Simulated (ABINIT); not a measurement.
# TaSi2 (P6_222) in ABINIT: further runs

One crystal, TaSi2, is run at these levels: PBEsol, LDA; tasks: band structure.

Program: ABINIT 10.8.3 (patched build). These are calculated values, not measurements. Logs are shortened: lines on timing, memory, paths and dates and some standing lists are left out, and cuts for length are marked. The log counts tension as positive stress, the text compression.

## Step 1: The structure

Symmetry: P6_222, No. 180, hexagonal system. The conventional cell has a = 4.780 Å, b = 4.780 Å, c = 6.564 Å, α = 90.00°, β = 90.00°, γ = 120.00°. Ta (site symmetry 222) is surrounded by 10 Si at 2.59 to 2.76 Å. Si (site symmetry 2) has 5 Si at 2.59 to 2.76 Å and 5 Ta at 2.59 to 2.76 Å as nearest neighbours.

## Step 2: Band structure, PBEsol

run.abi

```
ndtset 2

pp_dirpath "./"
pseudos "Ta.upf, Si.upf"

acell 3*1.0
rprim
     9.0328908757     0.0000000000     0.0000000000
    -4.5164454379     7.8227129680     0.0000000000
     0.0000000000     0.0000000000    12.4041622820
ntypat 2
znucl 73 14
natom 9
typat 1 1 1 2 2 2 2 2 2
xred
     0.0000000000     0.5000000000     0.1666666667
     0.5000000000     0.5000000000     0.8333333333
     0.5000000000     0.0000000000     0.5000000000
     0.3333000000     0.1666500000     0.1666666667
     0.1666500000     0.8333500000     0.8333333333
     0.8333500000     0.6667000000     0.5000000000
     0.6667000000     0.8333500000     0.1666666667
     0.8333500000     0.1666500000     0.8333333333
     0.1666500000     0.3333000000     0.5000000000

ecut 29.0

ixc -116133

occopt 3
tsmear 0.05 eV

nstep 100

iomode 3
prtwf 0
prteig 0
prtebands 0
enunit 1
prtden1 1
prtvha1 1
prtvclmb1 1
prtpot1 1
prtelf1 1

kptopt1 1
ngkpt1 7 7 4
nshiftk1 1
shiftk1 0.0 0.0 0.0
nband1 38
tolvrs1 1.0e-10

iscf2 -2
getden2 1
nband2 44
nbdbuf2 4
tolwfr2 1.0e-11
kptopt2 -7
ndivsm2 5
prteig2 1
prtvol2 -3
kptbounds2
     0.0000000000     0.0000000000     0.0000000000
     0.5000000000     0.0000000000     0.0000000000
     0.3333333333     0.3333333333     0.0000000000
     0.0000000000     0.0000000000     0.0000000000
     0.0000000000     0.0000000000     0.5000000000
     0.5000000000     0.0000000000     0.5000000000
     0.3333333333     0.3333333333     0.5000000000
     0.0000000000     0.0000000000     0.5000000000
```

Potentials or basis: PseudoDojo NC SR PBEsol v0.4.1 standard.

On the command line:

```console
> mpirun --bind-to none -np 4 abinit run.abi > log 2>&1
```

run.abo:

```text
.Version 10.8.3 of ABINIT
 DATASET    1 : space group P6_2 2 2 (#180); Bravais hP (primitive hexag.)
================================================================================
 Values of the parameters that define the memory need for DATASET  1.
     intxc =       0    ionmov =       0      iscf =       7    lmnmax =       8
     lnmax =       8     mgfft =      64  mpssoang =       4    mqgrid =    3007
     natom =       9  nloc_mem =       1    nspden =       1   nspinor =       1
    nsppol =       1      nsym =      12    n1xccc =    2501    ntypat =       2
    occopt =       3   xclevel =       2
       mpw =        6568          nfft =      129600          nkpt =          24
================================================================================
================================================================================

 DATASET    2 : space group P6_2 2 2 (#180); Bravais hP (primitive hexag.)
================================================================================
 Values of the parameters that define the memory need for DATASET  2.
     intxc =       0    ionmov =       0      iscf =      -2    lmnmax =       8
     lnmax =       8     mgfft =      64  mpssoang =       4    mqgrid =    3007
     natom =       9  nloc_mem =       1    nspden =       1   nspinor =       1
    nsppol =       1      nsym =      12    n1xccc =    2501    ntypat =       2
    occopt =       3   xclevel =       2
       mpw =        6584          nfft =      129600          nkpt =          54
================================================================================
================================================================================

--------------------------------------------------------------------------------
------------- Echo of variables that govern the present computation ------------
--------------------------------------------------------------------------------
 -outvars: echo values of preprocessed input variables --------
            acell      1.0000000000E+00  1.0000000000E+00  1.0000000000E+00 Bohr
              amu      1.80947900E+02  2.80855000E+01
             ecut      2.90000000E+01 Hartree
           enunit           1
           getden1          0
           getden2          1
             iscf1          7
             iscf2         -2
              ixc     -116133
           jdtset        1    2
           kptopt1          1
           kptopt2         -7
         kptrlatt        7    0    0      0    7    0      0    0    4
[... 1216 lines left out ...]
   9.05306    9.05306    9.05835    9.05835    9.30054    9.30054    9.34259    9.78781
  12.10980   14.67690   14.67690   14.99815   15.05835   15.18524   15.54925   15.54925
  15.69492   15.69492   16.11691   16.11910
 kpt#   2, nband= 44, wtk=  1.00000, kpt=  0.0556  0.0000  0.0000 (reduced coord)
 -56.07887  -56.06343  -56.06333  -22.76810  -22.76007  -22.74837  -22.65881  -22.65724
 -22.59220  -22.57242  -22.57089  -22.55046   -1.72168    1.55580    1.55955    4.87758
   5.31168    5.50220    6.06353    6.17136    6.61712    7.66196    7.84063    7.96271
   8.84148    8.95346    9.03435    9.09504    9.31544    9.34459    9.48109    9.77536
  12.13599   14.48042   14.59057   14.89049   15.01561   15.35300   15.41636   15.53301
  15.59169   15.65152   16.12017   16.18788
 kpt#   3, nband= 44, wtk=  1.00000, kpt=  0.1111  0.0000  0.0000 (reduced coord)
 -56.07855  -56.06374  -56.06333  -22.77771  -22.76155  -22.73950  -22.66186  -22.65594
 -22.58976  -22.57475  -22.56872  -22.55088   -1.63011    1.61129    1.62759    4.34934
[... 347 lines left out ...]
 kpt#  53, nband= 44, wtk=  1.00000, kpt=  0.0333  0.0333  0.5000 (reduced coord)
 -56.07374  -56.07362  -56.05827  -22.80839  -22.71701  -22.71650  -22.66460  -22.65050
 -22.64315  -22.56717  -22.56700  -22.54476   -0.75944   -0.75898    3.45642    4.85749
   5.00166    5.79062    6.08022    6.16204    6.34474    6.91304    6.98615    7.50820
   8.98507    8.98666    9.06144    9.09750    9.54422    9.63514    9.87798   12.58010
  12.62088   14.09970   14.10380   14.43702   14.80300   14.95256   15.01667   15.41901
  15.53508   15.65287   15.94564   16.08272
 kpt#  54, nband= 44, wtk=  1.00000, kpt=  0.0000  0.0000  0.5000 (reduced coord)
 -56.07374  -56.07374  -56.05816  -22.80854  -22.71475  -22.71475  -22.65758  -22.65208
 -22.65208  -22.56703  -22.56703  -22.54450   -0.79002   -0.79002    3.43709    5.11479
   5.20578    5.82681    5.82681    6.52194    6.52194    6.53717    6.53717    7.50452
   8.98425    8.98425    9.06592    9.20529    9.55600    9.55600    9.90573   12.60508
  12.60508   14.37654   14.37654   14.71301   14.77171   14.86470   14.86470   15.37084
  15.42658   15.63636   15.96647   15.97075

== END DATASET(S) ==============================================================
================================================================================

 -outvars: echo values of variables after computation  --------
            acell      1.0000000000E+00  1.0000000000E+00  1.0000000000E+00 Bohr
           etotal1    -2.2082165746E+02
            fcart1     3.8549410577E-19 -5.7824115866E-19 -1.8300707963E-27
                       3.8549410577E-19 -5.7824115866E-19  1.6572542262E-26
                       3.8549410577E-19 -5.7824115866E-19 -1.8300707963E-27
                      -1.2568615829E-02 -7.2564937325E-03 -1.8300707963E-27
                      -1.2568615829E-02  7.2564937323E-03 -2.6983745679E-27
                       3.8549410577E-19  1.4512987465E-02 -1.8300707963E-27
                       1.2568615829E-02  7.2564937325E-03 -1.8300707963E-27
                       1.2568615829E-02 -7.2564937323E-03 -2.8937429165E-27
                       3.8549410577E-19 -1.4512987465E-02 -1.8300707963E-27
            rprim      9.0328908757E+00  0.0000000000E+00  0.0000000000E+00
                      -4.5164454379E+00  7.8227129680E+00  0.0000000000E+00
                       0.0000000000E+00  0.0000000000E+00  1.2404162282E+01
           strten1     7.5129258191E-05  7.5129258117E-05 -1.7735144279E-05
                       0.0000000000E+00  0.0000000000E+00  5.9347988413E-14
           xangst     -1.1949999992E+00  2.0698007136E+00  1.0939999993E+00
                       1.1949999992E+00  2.0698007136E+00  5.4699999963E+00
                       2.3899999984E+00 -3.0639205449E-16  3.2819999978E+00
                       1.1948804992E+00  6.8986457786E-01  1.0939999993E+00
                      -1.1951194992E+00  3.4497368494E+00  5.4699999963E+00
                       2.3899999984E+00  2.7598722716E+00  3.2819999978E+00
                       1.1951194992E+00  3.4497368494E+00  1.0939999993E+00
                       3.5851194976E+00  6.8986457786E-01  5.4699999963E+00
                      -8.8190617327E-12  1.3797291557E+00  3.2819999978E+00
             xred     -5.9382921874E-17  5.0000000000E-01  1.6666666667E-01
                       5.0000000000E-01  5.0000000000E-01  8.3333333333E-01
                       5.0000000000E-01 -7.4014868308E-17  5.0000000000E-01
                       3.3330000000E-01  1.6665000000E-01  1.6666666667E-01
                       1.6665000000E-01  8.3335000000E-01  8.3333333333E-01
                       8.3335000000E-01  6.6670000000E-01  5.0000000000E-01
                       6.6670000000E-01  8.3335000000E-01  1.6666666667E-01
                       8.3335000000E-01  1.6665000000E-01  8.3333333333E-01
                       1.6665000000E-01  3.3330000000E-01  5.0000000000E-01
 Calculation completed.
```

It took 3.9 min on 4 MPI ranks of Arm Neoverse V2, shared host; peak memory 0.56 GiB.

What came out:

| Property | Result |
| --- | --- |
| Free energy | -6008.8634 eV |
| Pressure | -1.3 GPa |
| Largest force | 0.746 eV/Å |
| Band gap on the k mesh | none (metal or under the smearing width) |
| Valence electrons inside the program's atomic spheres | Ta 9.31, 9.32; Si 1.77 |

Forces on the atoms (eV/Å):
```
Ta   0.000  0.000  0.000
Ta   0.000  0.000  0.000
Ta   0.000  0.000  0.000
Si  -0.646 -0.373  0.000
Si  -0.646  0.373  0.000
Si   0.000  0.746  0.000
Si   0.646  0.373  0.000
Si   0.646 -0.373  0.000
Si   0.000 -0.746  0.000
```

Levels at the corners of the path, in eV from the Fermi level:
```
point  band 29  band 30  band 31  band 32  band 33  band 34
    Γ    -2.27    -2.27    -2.23    -1.78     0.54     3.11
    M    -1.13    -0.79    -0.03     0.16     0.77     1.20
    K    -1.75    -1.67     0.42     0.42     0.55     2.19
    Γ    -2.27    -2.27    -2.23    -1.78     0.54     3.11
    A    -2.01    -2.01    -1.66     1.04     1.04     2.81
    L    -1.98    -1.70    -0.75    -0.14     1.51     1.91
    H    -0.75    -0.75    -0.09    -0.09     1.01     1.50
    A    -2.01    -2.01    -1.66     1.04     1.04     2.81
```

Caveat: spin-orbit coupling is left out, which moves the levels of the heavy elements; the cell's inner coordinates are idealised or old, which leaves forces on the atoms.

## Step 3: Band structure, LDA

run.abi: that of step 2 with these lines changed.

```diff
@@ -3,3 +3,3 @@
 pp_dirpath "./"
-pseudos "Ta.upf, Si.upf"
+pseudos "Ta.LDA_PW-JTH.xml, Si.LDA_PW-JTH.xml"
 
@@ -25,5 +25,6 @@
 
-ecut 29.0
+ecut 19.0
+pawecutdg 38.0
 
-ixc -116133
+ixc 7
 
@@ -43,3 +44,2 @@
 prtpot1 1
-prtelf1 1
 
@@ -50,3 +50,3 @@
 nband1 38
-tolvrs1 1.0e-10
+tolvrs1 1.0e-9
```

Potentials or basis: JTH PAW LDA v2.0.

On the command line:

```console
> mpirun --bind-to none -np 4 abinit run.abi > log 2>&1
```

Wall time 3.9 min (4 MPI ranks of Arm Neoverse V2, shared host); peak memory 0.56 GiB.

It converged, with:

```
Free energy                                           : -5497.8588 eV
Pressure                                              : -4.8 GPa
Largest force                                         : 0.696 eV/Å
Band gap on the k mesh                                : none (metal or under the smearing width)
Valence electrons inside the program's atomic spheres : Ta 10.76; Si 1.56
```

Forces in eV/Å, atoms in the order of the input:
```
Ta   0.000  0.000  0.000
Ta   0.000  0.000  0.000
Ta   0.000  0.000  0.000
Si  -0.603 -0.348  0.000
Si  -0.603  0.348  0.000
Si   0.000  0.696  0.000
Si   0.603  0.348  0.000
Si   0.603 -0.348  0.000
Si   0.000 -0.696  0.000
```

Stress tensor (GPa, compression positive):
```
-5.41  0.00  0.00
 0.00 -5.41  0.00
 0.00  0.00 -3.63
```

Levels at the corners of the path, in eV from the Fermi level:
```tsv
point	band 28	band 29	band 30	band 31	band 32	band 33	band 34	band 35
Γ	-2.49	-2.24	-2.24	-2.21	-1.72	0.57	3.14	3.14
M	-2.02	-1.14	-0.78	-0.03	0.17	0.79	1.19	1.65
K	-1.74	-1.74	-1.66	0.43	0.43	0.54	2.21	2.21
Γ	-2.49	-2.24	-2.24	-2.21	-1.72	0.57	3.14	3.14
A	-2.35	-1.96	-1.96	-1.60	1.02	1.02	2.79	2.79
L	-2.03	-1.97	-1.70	-0.75	-0.14	1.51	1.89	2.39
H	-2.35	-0.75	-0.75	-0.10	-0.10	1.00	1.57	1.57
A	-2.35	-1.96	-1.96	-1.60	1.02	1.02	2.79	2.79
```

Caveat: spin-orbit coupling is left out, which moves the levels of the heavy elements; the cell's inner coordinates are idealised or old, which leaves forces on the atoms.
